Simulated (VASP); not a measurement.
The system is La2O3.

```
CELL_PARAMETERS angstrom
3.93800 0.00000 0.00000
-1.96900 3.41041 0.00000
0.00000 0.00000 6.13600
ATOMIC_POSITIONS crystal
La 0.33333 0.66667 0.24540
La 0.66667 0.33333 0.75460
O 0.33333 0.66667 0.64710
O 0.66667 0.33333 0.35290
O 0.00000 0.00000 0.00000
```

The cell was built by a generator and needn't be a form met in nature.

* Program: VASP 6.6.1
* Task: relaxation of cell and atoms
* Functional: LDA
* Potentials or basis: VASP PAW LDA potentials, release 64 (La, O)
* Cutoff: 600 eV
* k mesh: 6 × 6 × 4
* Occupations: gaussian, width 0.05 eV
* Spin: no spin polarisation

At the start: pressure -7.4 GPa; volume 16.48 Å³/atom.

Question: How do energy, volume and symmetry change on relaxing?

Answer: Over 13 steps the energy falls by 23.0 meV/atom and the volume is 15.50 Å³/atom (-5.9 %); space group P-3m1 (No. 164, to 0.05 Å).

The path:
| step | energy change (eV) | largest force (eV/Å) | pressure (GPa) | volume (Å³) |
| --- | --- | --- | --- | --- |
| 1 | 0.0000 | 0.2856 | -7.42 | 82.41 |
| 2 | 0.0411 | 0.9587 | 10.40 | 73.63 |
| 3 | -0.1062 | 0.2337 | -0.29 | 78.21 |
| 4 | -0.1062 | 0.2495 | -0.08 | 78.12 |
| 5 | -0.1130 | 0.0393 | 0.06 | 77.77 |
| 6 | -0.1138 | 0.0487 | 0.10 | 77.62 |
| 7 | -0.1147 | 0.0330 | -0.09 | 77.69 |
| 8 | -0.1148 | 0.0366 | -0.17 | 77.71 |
| 9 | -0.1150 | 0.0375 | 0.13 | 77.54 |
| 10 | -0.1150 | 0.0353 | 0.10 | 77.54 |
| 11 | -0.1152 | 0.0157 | 0.03 | 77.54 |
| 12 | -0.1152 | 0.0130 | -0.03 | 77.55 |
| 13 | -0.1152 | 0.0055 | 0.03 | 77.51 |

Final structure:
```
La O
1.0
     3.88193    0.00000    0.00000
    -1.94097    3.36185    0.00000
     0.00000    0.00000    5.93960
La O
2 3
Cartesian
  0.0000 2.2412 1.4471
  1.9410 1.1206 4.4925
  0.0000 2.2412 3.8421
  1.9410 1.1206 2.0976
  0.0000 0.0000 0.0000
```
